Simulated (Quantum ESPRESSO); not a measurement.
AgBr under changes of volume

One of the cells (23.644 Å³/atom); the others are scaled copies at fixed shape and fractional positions:

```xyz
2
Lattice="0.0000 2.8702 2.8702 2.8702 0.0000 2.8702 2.8702 2.8702 0.0000" Properties=species:S:1:pos:R:3 pbc="T T T"
Ag    0.0000    0.0000    0.0000
Br    2.8702    2.8702    2.8702
```

| Item | Value |
| --- | --- |
| Program | Quantum ESPRESSO 7.5 |
| Functional | LDA |
| Potentials or basis | PseudoDojo 0.4.1 SR LDA standard |
| Cutoff | 1170 eV |
| Density cutoff | 4680 eV |
| k mesh | 8 × 8 × 8 |
| Occupations | fermi-dirac, width 0.05 eV |
| Spin | no spin polarisation |

```tsv
volume (Å³/atom)	energy over the lowest point (meV/atom)	pressure (GPa)	gap on the mesh (eV)
22.225	0.00	-1.3	0.38
22.698	5.46	-2.4	0.37
23.171	?	?	?
23.644	25.29	-4.2	0.38
24.116	38.90	-5.0	0.38
24.589	54.56	-5.6	0.38
25.062	71.97	-6.2	0.39
```

Task: What does the run at 23.171 Å³/atom give?

Result: Energy over the lowest point 14.03 meV/atom; pressure -3.4 GPa; gap on the mesh 0.37 eV.

Worked out: A Birch-Murnaghan fit of order 3 (a polynomial in V^(-2/3)) to the other rows has its minimum at 21.76 Å³/atom, just outside them, with B0 = V·E''(V) = 64 GPa and B' = 5.4. It gives 14.02 meV/atom at 23.171 Å³/atom, against the run's 14.03, and -dE/dV = -3.4 GPa, against -3.4. A straight line through the other rows of the gap, of slope 0.0919 eV per unit of ln V, gives 0.38 eV, against the run's 0.37.

Energies are extrapolated to zero smearing.

A mesh can miss the band edges. Spin-orbit coupling on Ag, Br is left out.
